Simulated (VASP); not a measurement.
CoO: relaxation of cell and atoms with r2SCAN

Crystal: CoO.

```xyz
2
Lattice="0.0000 2.1035 2.1035 2.1035 0.0000 2.1035 2.1035 2.1035 0.0000" Properties=species:S:1:pos:R:3 pbc="T T T"
Co    0.0000    0.0000    0.0000
O     2.1035    2.1035    2.1035
```

| Item | Value |
| --- | --- |
| Program | VASP 6.6.1 |
| Task | relaxation of cell and atoms |
| Functional | r2SCAN |
| Potentials or basis | VASP PAW PBE potentials, release 64 (Co, O) |
| Cutoff | 600 eV |
| k mesh | 12 × 12 × 12 |
| Occupations | gaussian, width 0.03 eV |
| Spin | collinear spin, ferromagnetic start |
| Starting moments | [3.0, 0.0] μB |
| Further INCAR settings | ALGO = Normal; EDIFF = 1e-07; AMIX = 0.2; BMIX = 0.0001; IBRION = 2; EDIFFG = -0.005; NSW = 90; ISIF = 3 |

The pressure after relaxing is 0.0 GPa, the band gap on the k mesh is none (metal or under the smearing width) and the net moment is 3.00 μB per cell. The site moments are Co +2.69; O +0.29 μB. The valence electrons inside the program's atomic spheres are Co 7.83; O 5.05.

Final structure:
```xyz
2
Lattice="0.0000 2.1035 2.1035 2.1035 0.0000 2.1035 2.1035 2.1035 0.0000" Properties=species:S:1:pos:R:3 pbc="T T T"
Co    0.0000    0.0000    0.0000
O     2.1035    2.1035    2.1035
```

Levels at points of the mesh, in eV from the Fermi level:
Spin up:
```
           k point  band 6  band 7  band 8  band 9  band 10  band 11  band 12  band 13
(0.00, 0.00, 0.00)   -3.70   -3.46   -3.46   -3.46     1.58    17.67    18.94    18.94
(0.50, 0.00, 0.00)   -3.00   -2.33   -0.26   -0.26     5.65    10.36    14.35    14.35
(0.50, 0.50, 0.00)   -3.73   -3.16   -2.69   -2.69     6.60    10.80    12.17    17.09
```
Spin down:
| k point | band 2 | band 3 | band 4 | band 5 | band 6 | band 7 | band 8 | band 9 | band 10 | band 11 |
| --- | --- | --- | --- | --- | --- | --- | --- | --- | --- | --- |
| (0.00, 0.00, 0.00) | -2.73 | -2.73 | -2.73 | -1.19 | -1.19 | -1.19 | 0.96 | 0.96 | 2.39 | 17.99 |
| (0.50, 0.00, 0.00) | -8.06 | -4.85 | -4.85 | -0.12 | -0.12 | 0.21 | 3.74 | 3.75 | 6.12 | 11.53 |
| (0.50, 0.50, 0.00) | -6.82 | -4.10 | -4.10 | -2.35 | 0.10 | 0.10 | 1.51 | 2.05 | 7.71 | 11.61 |

It took 54 s on 1 thread of Intel(R) Xeon(R) 6975P-C (Granite Rapids), with other jobs on the host, peak memory 0.18 GiB.

Caveat: the relaxation stopped at its first step, so nothing moved; the PAW data sets were made with another functional, which shifts forces and pressure a little; a cell with one magnetic atom can't hold antiferromagnetic order, which such compounds often take; semilocal functionals often make such compounds metallic where correlation or magnetic order opens a gap, which also shifts bond lengths. With open d or f shells a metallic result of r2SCAN can be an artefact of self-interaction; +U or a hybrid may open a gap.
